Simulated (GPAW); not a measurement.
# Lu (P6_3/mmc) in GPAW: convergence with k mesh

Aim: find how far k mesh must go before the results for Lu settle, at revTPSS. This setting moves, with any that are tied to it; all else stays.

Program: GPAW 26.7.0. These are calculated values, not measurements. Logs are shortened: lines on timing, memory, paths and dates and some standing lists are left out, and cuts for length are marked. The log counts tension as positive stress, the text compression.

**1. Starting point**

The structure is hexagonal, space group P6_3/mmc (No. 194). Conventional cell: a = 3.503 Å, b = 3.503 Å, c = 5.551 Å, α = 90.00°, β = 90.00°, γ = 120.00°. Lu (site symmetry -6m2) is surrounded by 12 Lu at 3.43 to 3.50 Å.

**2. With k mesh 3 × 3 × 2**

Contents of run.py:

```python
import json
import numpy as np
from ase import Atoms
from ase.dft.bandgap import bandgap
from ase.io import write
from ase.units import GPa
from gpaw import GPAW, PW

atoms = Atoms(['Lu', 'Lu'],
              cell=[[3.5031, 0.0, 0.0],
                    [-1.75155, 3.033773592, 0.0],
                    [0.0, 0.0, 5.5509]],
              scaled_positions=[[0.6666666667, 0.3333333333, 0.75],
                                [0.3333333333, 0.6666666667, 0.25]],
              pbc=True)

calc = GPAW(mode=PW(600),
            xc='MGGA_X_REVTPSS+MGGA_C_REVTPSS',
            kpts={'size': (3, 3, 2), 'gamma': True},
            occupations={'name': 'fermi-dirac', 'width': 0.05},
            nbands=46,
            convergence={'density': 1e-05, 'energy': 1e-05},
            eigensolver='davidson',
            maxiter=150,
            txt='gpaw.txt')
atoms.calc = calc
energy = atoms.get_potential_energy()
forces = atoms.get_forces()
stress = atoms.get_stress()
calc.write('gs.gpw')
write('result.traj', atoms)
print(f'Energy: {energy:.6f} eV')
print('Forces (eV/A):')
print(forces.round(4))
print('Stress (GPa):', (stress / GPa).round(3))
print('Fermi level:', round(calc.get_fermi_level(), 4), 'eV')
print(f'Gap: {bandgap(calc)[0]:.4f} eV, direct: {bandgap(calc, direct=True)[0]:.4f} eV')

size = (6, 6, 4)
dense = calc.fixed_density(kpts={'size': size, 'gamma': True}, update_fermi_level=True,
                           convergence={'bands': 'CBM+2.0', 'eigenstates': 1e-7}, txt='dense.txt')
ef = dense.get_fermi_level()
index = np.round(dense.get_bz_k_points() * size).astype(int) % size
recip = 2 * np.pi * atoms.cell.reciprocal()
sheets = []
for s, e_kn in enumerate(dense.eigenvalues()):
    for n in range(e_kn.shape[1] - 2):
        if e_kn[:, n].min() < ef < e_kn[:, n].max():
            e = np.empty(size)
            e[tuple(index.T)] = e_kn[dense.get_bz_to_ibz_map(), n] - ef
            de = np.array([(np.roll(e, -1, c) - np.roll(e, 1, c)) * size[c] / 2 for c in range(3)])
            v = np.linalg.norm(np.einsum('vc,cxyz->vxyz', np.linalg.inv(recip), de), axis=0)
            w = np.exp(-(e / 0.1)**2) / (0.1 * np.pi**0.5)
            sheets.append({'spin': s, 'band': n, 'filled': (e < 0).mean(), 'dos': w.mean(), 'bottom': e.min(), 'top': e.max(),
                           'velocity': (w * v).sum() / w.sum() * 1.519267e5, 'slice': e[:, :, 0].round(3).tolist()})
            print(f'spin {s} band {n}: filled share {sheets[-1]["filled"]:.3f}, from {e.min():.3f} to {e.max():.3f} eV,',
                  f'{w.mean():.3f} states/eV, mean velocity {sheets[-1]["velocity"]:.3e} m/s')
print('Fermi level on the dense mesh:', round(ef, 4), 'eV,', len(sheets), 'sheets')
json.dump({'ef': ef, 'sheets': sheets}, open('fermi.json', 'w'))
```

Potentials or basis: GPAW PAW data sets (gpaw-data 1.2.1), pw.

Run with:

```console
OMP_NUM_THREADS=1 python run.py
```

Run time: 72 s. Hardware: 1 thread of Arm Neoverse V2, shared host; peak memory 1 GiB.

Results:

| Item | Value |
| --- | --- |
| Free energy | 89.5485 eV |
| Pressure | -3.4 GPa |
| Band gap on the k mesh | none (metal or under the smearing width) |

**3. With k mesh 4 × 4 × 3**

Edit run.py of step 2 so:

```diff
@@ -18,3 +18,3 @@
             xc='MGGA_X_REVTPSS+MGGA_C_REVTPSS',
-            kpts={'size': (3, 3, 2), 'gamma': True},
+            kpts={'size': (4, 4, 3), 'gamma': True},
             occupations={'name': 'fermi-dirac', 'width': 0.05},
@@ -38,3 +38,3 @@
 
-size = (6, 6, 4)
+size = (6, 6, 6)
 dense = calc.fixed_density(kpts={'size': size, 'gamma': True}, update_fermi_level=True,
```

Potentials or basis: GPAW PAW data sets (gpaw-data 1.2.1), pw.

Run with:

```console
OMP_NUM_THREADS=1 python run.py
```

It took 99 s on 1 thread of Arm Neoverse V2, shared host; peak memory 1 GiB.

It converged, with:

```yaml
Free_energy: 89.4147 eV
Pressure: -2.0 GPa
Band_gap_on_the_k_mesh: none (metal or under the smearing width)
```

**4. With k mesh 5 × 5 × 3**

Edit run.py of step 3 so:

```diff
@@ -18,3 +18,3 @@
             xc='MGGA_X_REVTPSS+MGGA_C_REVTPSS',
-            kpts={'size': (4, 4, 3), 'gamma': True},
+            kpts={'size': (5, 5, 3), 'gamma': True},
             occupations={'name': 'fermi-dirac', 'width': 0.05},
@@ -38,3 +38,3 @@
 
-size = (6, 6, 6)
+size = (8, 8, 6)
 dense = calc.fixed_density(kpts={'size': size, 'gamma': True}, update_fermi_level=True,
```

Run with:

```console
OMP_NUM_THREADS=1 python run.py
```

Wall time 2.2 min (1 thread of Arm Neoverse V2, shared host); peak memory 1.1 GiB.

Results (log left out):

| Property | Result |
| --- | --- |
| Free energy | 89.4398 eV |
| Pressure | -2.4 GPa |
| Band gap on the k mesh | none (metal or under the smearing width) |

**5. With k mesh 7 × 7 × 4**

Edit run.py of step 4 so:

```diff
@@ -18,3 +18,3 @@
             xc='MGGA_X_REVTPSS+MGGA_C_REVTPSS',
-            kpts={'size': (5, 5, 3), 'gamma': True},
+            kpts={'size': (7, 7, 4), 'gamma': True},
             occupations={'name': 'fermi-dirac', 'width': 0.05},
@@ -38,3 +38,3 @@
 
-size = (8, 8, 6)
+size = (12, 12, 6)
 dense = calc.fixed_density(kpts={'size': size, 'gamma': True}, update_fermi_level=True,
```

Run with:

```console
OMP_NUM_THREADS=1 python run.py
```

Wall time 4.2 min (1 thread of Arm Neoverse V2, shared host); peak memory 1.2 GiB.

Results (log left out):

| Quantity | Value |
| --- | --- |
| Free energy | 89.3828 eV |
| Pressure | -3.0 GPa |
| Band gap on the k mesh | none (metal or under the smearing width) |

**6. With k mesh 8 × 8 × 5**

Edit run.py of step 5 so:

```diff
@@ -18,3 +18,3 @@
             xc='MGGA_X_REVTPSS+MGGA_C_REVTPSS',
-            kpts={'size': (7, 7, 4), 'gamma': True},
+            kpts={'size': (8, 8, 5), 'gamma': True},
             occupations={'name': 'fermi-dirac', 'width': 0.05},
@@ -38,3 +38,3 @@
 
-size = (12, 12, 6)
+size = (12, 12, 8)
 dense = calc.fixed_density(kpts={'size': size, 'gamma': True}, update_fermi_level=True,
```

Potentials or basis: GPAW PAW data sets (gpaw-data 1.2.1), pw.

Run with:

```console
OMP_NUM_THREADS=1 python run.py
```

Wall time 5.7 min (1 thread of Arm Neoverse V2, shared host); peak memory 1.3 GiB.

Results (log left out):

```yaml
Free_energy: 89.3972 eV
Pressure: -2.7 GPa
Band_gap_on_the_k_mesh: none (metal or under the smearing width)
```

**7. With k mesh 10 × 10 × 5**

Edit run.py of step 6 so:

```diff
@@ -18,3 +18,3 @@
             xc='MGGA_X_REVTPSS+MGGA_C_REVTPSS',
-            kpts={'size': (8, 8, 5), 'gamma': True},
+            kpts={'size': (10, 10, 5), 'gamma': True},
             occupations={'name': 'fermi-dirac', 'width': 0.05},
@@ -38,3 +38,3 @@
 
-size = (12, 12, 8)
+size = (16, 16, 8)
 dense = calc.fixed_density(kpts={'size': size, 'gamma': True}, update_fermi_level=True,
```

Potentials or basis: GPAW PAW data sets (gpaw-data 1.2.1), pw.

Run with:

```console
OMP_NUM_THREADS=1 python run.py
```

gpaw.txt:

```text
__  _  _
 | _ |_)|_||  |
 |__||  | ||/\| - 26.7.0

Input parameters:
  mode=PW(ecut=600.0),
  convergence={'density': 1e-05, 'energy': 1e-05},
  eigensolver=Davidson(niter=2),
  kpts=MonkhorstPack(size=(10, 10, 5), gamma=True),
  maxiter=150,
  nbands=46,
  occupations=Occupations(name='fermi-dirac', width=0.05),
  xc=XC(name='MGGA_X_REVTPSS+MGGA_C_REVTPSS')

Diagonalizing LCAO Hamiltonian
Converting LCAO to pw mode

           Lu

        Lu

Atoms  # Å, Bohr magnetons
|   | symbol |         x |        y |        z |    initial magnetic moments |
|---|--------|-----------|----------|----------|-----------------------------|
| 0 |     Lu |  1.751550 | 1.011258 | 4.163175 | ( 0.0000,  0.0000,  0.0000) |
| 1 |     Lu | -0.000000 | 2.022516 | 1.387725 | ( 0.0000,  0.0000,  0.0000) |

Unit cell  # Å
| periodic |         x |        y |        z |  lengths |     angles |
|----------|-----------|----------|----------|----------|------------|
|      yes |  3.503100 | 0.000000 | 0.000000 | 3.503100 |  90.000000 |
|      yes | -1.751550 | 3.033774 | 0.000000 | 3.503100 |  90.000000 |
|      yes |  0.000000 | 0.000000 | 5.550900 | 5.550900 | 120.000000 |

Number of symmetries: 12
Symmetry operations  # r_c * U_cc + t_c -> r_c
|    | kind |            matrix            |
|----|------|------------------------------|
|  0 |  σ   |  1, 1, 0,  0,-1, 0,  0, 0, 1 |
|  1 |  S6  |  1, 1, 0, -1, 0, 0,  0, 0,-1 |
|  2 |  E   |  1, 0, 0,  0, 1, 0,  0, 0, 1 |
|  3 |  C2  |  1, 0, 0, -1,-1, 0,  0, 0,-1 |
|  4 |  C2  |  0, 1, 0,  1, 0, 0,  0, 0,-1 |
|  5 |  C3  |  0, 1, 0, -1,-1, 0,  0, 0, 1 |
|  6 |  S6  |  0,-1, 0,  1, 1, 0,  0, 0,-1 |
|  7 |  σ   |  0,-1, 0, -1, 0, 0,  0, 0, 1 |
|  8 |  σ   | -1, 0, 0,  1, 1, 0,  0, 0, 1 |
|  9 |  i   | -1, 0, 0,  0,-1, 0,  0, 0,-1 |
| 10 |  C3  | -1,-1, 0,  1, 0, 0,  0, 0, 1 |
| 11 |  C2  | -1,-1, 0,  0, 1, 0,  0, 0,-1 |

BZ-sampling:
  Number of BZ points: 500
  Number of IBZ points: 58

  Monkhorst-Pack size: [10, 10, 5]
  Monkhorst-Pack shift: [0.05, 0.05, 0.0]

K-points  # in reciprocal-cell coordinates
|     |                                coordinates |     weight |
|-----|--------------------------------------------|------------|
|   0 | (  0.00000000,   0.00000000,   0.00000000) | 0.00200000 |
|   1 | (  0.00000000,   0.00000000,   0.20000000) | 0.00400000 |
|   2 | (  0.00000000,   0.00000000,   0.40000000) | 0.00400000 |
|   3 | (  0.10000000,   0.00000000,  -0.40000000) | 0.01200000 |
|   4 | (  0.10000000,   0.00000000,  -0.20000000) | 0.01200000 |
|   5 | (  0.10000000,   0.00000000,   0.00000000) | 0.01200000 |
|   6 | (  0.10000000,   0.00000000,   0.20000000) | 0.01200000 |
|   7 | (  0.10000000,   0.00000000,   0.40000000) | 0.01200000 |
|   8 | (  0.20000000,  -0.10000000,   0.00000000) | 0.01200000 |
|   9 | (  0.20000000,  -0.10000000,   0.20000000) | 0.02400000 |
| ... |                                            |            |
|  57 | (  0.50000000,   0.50000000,   0.40000000) | 0.01200000 |

Plane wave coefficients: 1987
Cutoff: 600.0 eV

Spin-components: 1 (collinear spins)
Bands:           46
Projectors:      16
Spin-degeneracy: 2
Datatype:        complex128

Parallelization:
  kpt:    1
  domain: 1
  band:   1

Density:
  Valence electrons: 50.0
  Components: 1
  Grid points: [20 20 32]
  Charge: 0.0  # |e|

Potential:
  Grid points: [20 20 32]

species:
  Lu:
    name:    Lutetium
    Z:       71.0
    valence: 25
    core:    46
    charge:  0.0  # [|e|]
    compensation charges:
      type: gauss
      rc: 0.35  # [Å]
      lmax: 2
    cutoffs:
      filter: 1.17  # [Å]
      core: 1.59  # [Å]
    projectors
    | kind |    occ | energy [eV] | rcut [Å] |
    |------|--------|-------------|----------|
    |   5s |  2.000 |     -61.058 |    1.164 |
    |   6s |  2.000 |      -4.659 |    1.164 |
    |   5p |  6.000 |     -31.661 |    1.164 |
    |   6p |  0.000 |      -1.345 |    1.164 |
    |   5d |  1.000 |      -1.749 |    1.164 |
    |   4f | 14.000 |      -9.614 |    1.164 |
    |    d |        |      25.463 |    1.164 |
    |    f |        |      17.597 |    1.164 |

    Using partial waves for Lu as LCAO basis

Reference energy: -792574.470296  # eV

eigensolver:
  Davidson
  Converge bands: occupied
  niter=2

density mixing:
  MSR1-Mixer
  Pratt-step length: 0.05
  Maximum mixing coefficient: 0.75
  Old densities: 10
  SVD Regularization: 0.005
  Good broyden scale: 1.0
  Trust region scale: 1.0
  Backstep threshold: 4.0
  History deletion threshold: 6.0
  Fourier metric: weight=20.0, sigma=0.015

occupation numbers:
  Fermi-Dirac:
    width: 0.0500  # eV

poisson solver:
  ecut: 4800.0  # eV

xc functional:
  name: MGGA_X_REVTPSS+MGGA_C_REVTPSS with 2 nearest neighbor stencil

convergence criteria:
- Maximum integral of absolute [dens]ity change: 1e-05 electrons / valence electron
- Maximum [total energy] change in last 3 cyles: 1e-05 eV / valence electron
- Maximum integral of absolute [eigenst]ate change: 4e-08 eV^2 / valence electron
maximum number of iterations: 150

SCF iterations
|iter     | |      energy | eigst |  dens |
|---------|-|-------------|-------|-------|
|iter:   1| |-160121.534815 | +6.85 |       |
|iter:   2| |   87.568701 | +0.73 | -0.40 |
|iter:   3| |   88.043270 | -0.64 | -1.32 |
|iter:   4| |   89.296256 | -1.61 | -1.38 |
|iter:   5| |   89.676161 | -1.56 | -1.55 |
|iter:   6| |   89.459727 | -1.91 | -1.85 |
|iter:   7| |   89.443522 | -2.62 | -1.94 |
|iter:   8| |   89.407087 | -2.86 | -2.16 |
|iter:   9| |   89.403437 | -4.20 | -2.61 |
|iter:  10| |   89.405087 | -5.05 | -2.60 |
|iter:  11| |   89.405512 | -5.76 | -2.66 |
|iter:  12| |   89.411413 | -3.60 | -2.70 |
|iter:  13| |   89.412972 | -4.78 | -3.08 |
|iter:  14| |   89.413095 | -5.60 | -3.69 |
|iter:  15| |   89.413095c| -7.25 | -4.32 |
|iter:  16| |   89.413096c| -7.98c| -4.71 |
|iter:  17| |   89.413096c| -9.40c| -5.38c|

Converged in 17 steps
Energy contributions relative to reference atoms: (reference = -792574.470296)

Energy contributions:
  Kinetic:          -9.067315
  Coulomb:          10.343152
  Zero:             -0.393569
  External:          0.000000
  Xc:               88.548141
  Entropy:          -0.034626
  Spinorbit:         0.000000
  ----------------------------
  Free energy:      89.395783
  Extrapolated:     89.413096

dipole moment: (0.000000, 0.000001, 0.000001)  # |e|*Ang

Fermi level: 8.029
Eigenvalues  # (at kpt = [0.000, 0.000, 0.000])
| band index |      eig [eV] | occ [0-2] |
|------------|---------------|-----------|
|          0 |       -48.658 |     2.000 |
|        ... |               |           |
|         16 |         3.311 |     2.000 |
|         17 |         3.311 |     2.000 |
|         18 |         3.317 |     2.000 |
|         19 |         3.344 |     2.000 |
|         20 |         3.344 |     2.000 |
|         21 |         3.363 |     2.000 |
[... 8 lines left out ...]
|         30 |        11.600 |     0.000 |
|         31 |        11.600 |     0.000 |
|        ... |               |           |
|         45 |        28.805 |     0.000 |

No gap
No difference between direct/indirect transitions

Forces  # eV/Ang
|        x |        y |        z |
|----------|----------|----------|
| -0.00000 | -0.00000 |  0.00010 |  # Lu   0
|  0.00000 |  0.00000 | -0.00010 |  # Lu   1

Stress tensor  # eV/Ang^3
|         x |        y |        z |
|-----------|----------|----------|
|  0.014815 | 0.000000 | 0.000000 |
| -0.000000 | 0.014815 | 0.000000 |
|  0.000000 | 0.000000 | 0.021798 |

# Writing to gs.gpw (mode='')
```

Run time: 8.6 min. Hardware: 1 thread of Arm Neoverse V2, shared host; peak memory 1.5 GiB.

Results:

```yaml
Free_energy: 89.3958 eV
Pressure: -2.7 GPa
Band_gap_on_the_k_mesh: none (metal or under the smearing width)
```

**8. Result**

| k mesh | energy less the tightest run, at zero smearing (meV/atom) | pressure (GPa) | SCF cycles | CPU time (s) | peak memory (GiB) |
| --- | --- | --- | --- | --- | --- |
| 3 × 3 × 2 | 77.93 | -3.36 | 17 | 72 | 1 |
| 4 × 4 × 3 | 9.72 | -2.03 | 17 | 99 | 1 |
| 5 × 5 × 3 | 24.01 | -2.40 | 17 | 130 | 1.1 |
| 7 × 7 × 4 | -8.71 | -3.03 | 17 | 250 | 1.2 |
| 8 × 8 × 5 | 0.40 | -2.72 | 17 | 340 | 1.3 |
| 10 × 10 × 5 | 0.00 | -2.75 | 17 | 510 | 1.5 |

Against the tightest run, the energy stays within 1 meV/atom from 8 × 8 × 5 on; the pressure stays within 0.1 GPa from 8 × 8 × 5 on. Meshes of other sizes hit other points, so gaps and Fermi surfaces needn't settle smoothly. The tightest run that finished is the yardstick and may itself not be fully converged.

Caveats: the cutoff is short for stress and forces, so pressures can be off by a GPa or more; one-centre terms of the f shell are cut off; the PAW data sets were made with another functional, which shifts forces and pressure a little.
